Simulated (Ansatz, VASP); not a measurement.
## NaF in VASP and in Ansatz

```
Na F
1.0
     0.00000    2.35815    2.25360
     2.35815    0.00000    2.25360
     2.35815    2.35815    0.00000
Na F
1 1
Direct
  0.00000 0.00000 0.00000
  0.50000 0.50000 0.50000
```

Change from the starting cell: strain +0.015 along x and y, -0.030 along z, atoms carried along.

Alike in both runs: task single point; functional PBE; k mesh 8 × 8 × 8; occupations gaussian, width 0.05 eV; no spin polarisation.

|  | VASP | Ansatz |
| --- | --- | --- |
| version | VASP 6.6.1 | Ansatz 0.2.0 |
| potentials or method | VASP PAW PBE potentials, release 64 (Na_pv, F) | scalar-relativistic, plane waves, PAW |
| plane-wave cutoff (eV) | 520 | 420 |
| valence electrons in the cell | 14 | 16 |

|  | VASP | Ansatz | Ansatz less VASP |
| --- | --- | --- | --- |
| gap on the k mesh at the Fermi level (eV) | 6.25 | 6.27 | +0.016 |
| least direct gap on the mesh (eV) | 6.25 | 6.27 | +0.016 |
| pressure (GPa) | 1.9 | 2.0 | +0.11 |
| largest component of the traceless stress (GPa) | 2.83 | 2.74 | -0.090 |

The two sets of potentials don't hold the same shells in valence.
